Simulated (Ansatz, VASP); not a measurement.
**Nb in VASP and in Ansatz**

```xyz
1
Lattice="-1.6545 1.6545 1.6545 1.6545 -1.6545 1.6545 1.6545 1.6545 -1.6545" Properties=species:S:1:pos:R:3 pbc="T T T"
Nb    0.0000    0.0000    0.0000
```

Alike in both runs: functional PBE; k mesh 16 × 16 × 16; occupations fermi-dirac, width 0.05 eV; no spin polarisation.

Ansatz relaxed the structure, and its values are those at the end. VASP's run is a single point on that final structure, the one shown.

```csv
,VASP,Ansatz
version,VASP 6.6.1,Ansatz 0.2.0
potentials or method,"VASP PAW PBE potentials, release 64 (Nb_sv)","PAW with Ansatz's default frozen-core files, scalar-relativistic"
plane-wave cutoff (eV),520,420
valence electrons in the cell,13,13
```

|  | VASP | Ansatz | Ansatz less VASP |
| --- | --- | --- | --- |
| pressure (GPa) | -0.3 | 0.0 | +0.32 |
